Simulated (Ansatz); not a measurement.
**Se: response to strain**

Aim: deform Se (zz strain of -1 %) and compute stress, forces and field gradients with LAPW, PAW and all-electron datasets made for the crystal.

Method: DFT LDA, scalar-relativistic, in Ansatz 0.2.0.

### 1 The system as given

It takes space group P3_221 (No. 154, trigonal). The conventional cell has a = 4.355 Å, b = 4.355 Å, c = 4.949 Å, α = 90.00°, β = 90.00°, γ = 120.00°. Se (site symmetry 2) has 2 Se at 2.32 Å as nearest neighbours.

As a file:

```
Se
1.0
     4.35517    0.00000    0.00000
    -2.17758    3.77169    0.00000
     0.00000    0.00000    4.94945
Se
3
Direct
  0.21700 0.00000 0.16667
  0.00000 0.21700 0.83333
  0.78300 0.78300 0.50000
```

Atoms are numbered in the order of the input: Se1, Se2, Se3.

### 2 The deformed structure

Space group P3_221 before, P3_221 after.

### 3 Full-potential LAPW

input.yaml reads:

```yaml
crystal:
  lattice:
    - [4.3551696776, 0.0, 0.0]
    - [-2.1775848388, 3.7716875786, 0.0]
    - [0.0, 0.0, 4.8999555]
  atoms:
    - { symbol: Se, position: [0.217, 0.0, 0.1666666667] }
    - { symbol: Se, position: [0.0, 0.217, 0.8333333333] }
    - { symbol: Se, position: [0.783, 0.783, 0.5] }
kpoints:
  mp_grid: { grid: [8, 8, 6] }
  band_path:
    path:
      - [0.0, 0.0, 0.0]
      - [0.5, 0.0, 0.0]
      - [0.3333333333, 0.3333333333, 0.0]
      - [0.0, 0.0, 0.0]
      - [0.0, 0.0, 0.5]
      - [0.5, 0.0, 0.5]
      - [0.3333333333, 0.3333333333, 0.5]
      - [0.0, 0.0, 0.5]
      - [0.5, 0.0, 0.5]
    npoints: 5
scf:
  occupations: { method: fermi_dirac, width: 0.03 }
hamiltonian:
  xc: lda
  pseudopotentials: { kind: all_electron, lapw: { basis_error: 0.0005 } }
output:
  forces: true
  stress: true
  eigenvalues: true
```

Started as:

```sh
$ ansatz run input.yaml --threads 1 --pin off --max-ram 6144MiB --backend cpu --events-out ev --progress --plain --runs-dir out
```

### 4 Frozen-core PAW

input.yaml reads:

```yaml
crystal:
  lattice:
    - [4.3551696776, 0.0, 0.0]
    - [-2.1775848388, 3.7716875786, 0.0]
    - [0.0, 0.0, 4.8999555]
  atoms:
    - { symbol: Se, position: [0.217, 0.0, 0.1666666667] }
    - { symbol: Se, position: [0.0, 0.217, 0.8333333333] }
    - { symbol: Se, position: [0.783, 0.783, 0.5] }
kpoints:
  mp_grid: { grid: [8, 8, 6] }
scf:
  occupations: { method: fermi_dirac, width: 0.03 }
hamiltonian:
  xc: lda
  pseudopotentials: { kind: paw }
output:
  forces: true
  stress: true
  eigenvalues: true
  efg: { contact_densities: true }
```

### 5 Datasets made for this crystal

input.yaml, as its differences from that of step 4:

```diff
@@ -15,3 +15,3 @@
   xc: lda
-  pseudopotentials: { kind: paw }
+  pseudopotentials: { kind: all_electron, datasets: crystal }
 output:
```

(Steps that only read results are left out.)

Before running it: what results should come out? Wanted: pressure; largest shear or deviatoric stress.

**Answer**, as computed:

| quantity | value |
| --- | --- |
| pressure | LAPW 2.29, PAW 2.29, crystal datasets 2.29 GPa |
| largest shear or deviatoric stress (LAPW) | 1.97 GPa |

In words: The largest part of the stress beyond the pressure is 1.97 GPa in size, in the zz component; the atoms are carried along and not relaxed. No run of the undeformed cell stands beside it, so the pressure holds what the given cell had before the change. PAW: stress within 0.01 GPa of LAPW, forces within 1 meV/Å. Crystal datasets: stress within 0.01 GPa of LAPW, forces within 1 meV/Å.
